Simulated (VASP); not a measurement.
## Sc: single point with PBEsol

The system is Sc.

```xyz
2
Lattice="3.2786 0.0000 0.0000 -1.6393 2.8393 0.0000 0.0000 0.0000 5.0849" Properties=species:S:1:pos:R:3 pbc="T T T"
Sc    0.0000    1.8929    1.2712
Sc    1.6393    0.9464    3.8136
```

```yaml
Program: VASP 6.6.1
Task: single point
Functional: PBEsol
Potentials_or_basis: VASP PAW PBE potentials, release 64 (Sc_sv)
Cutoff: 900 eV
k_mesh: 15 × 15 × 8
Occupations: gaussian, width 0.1 eV
Spin: no spin polarisation
```

- Pressure: 0.0 GPa
- Band gap on the k mesh: none (metal or under the smearing width)

Levels at points of the mesh, in eV from the Fermi level:
```tsv
k point	band 9	band 10	band 11	band 12	band 13	band 14
(0.00, 0.00, 0.00)	-5.21	-1.69	0.75	1.63	1.63	1.94
(0.00, 0.00, 0.50)	-3.60	-3.60	1.02	1.02	1.54	1.54
```

Wall time 5.5 min on 1 thread of Intel(R) Xeon(R) Platinum 8488C (Sapphire Rapids), on a shared host, peak memory 0.6 GiB.

Caveat: the PAW data sets were made with another functional, which shifts forces and pressure a little.
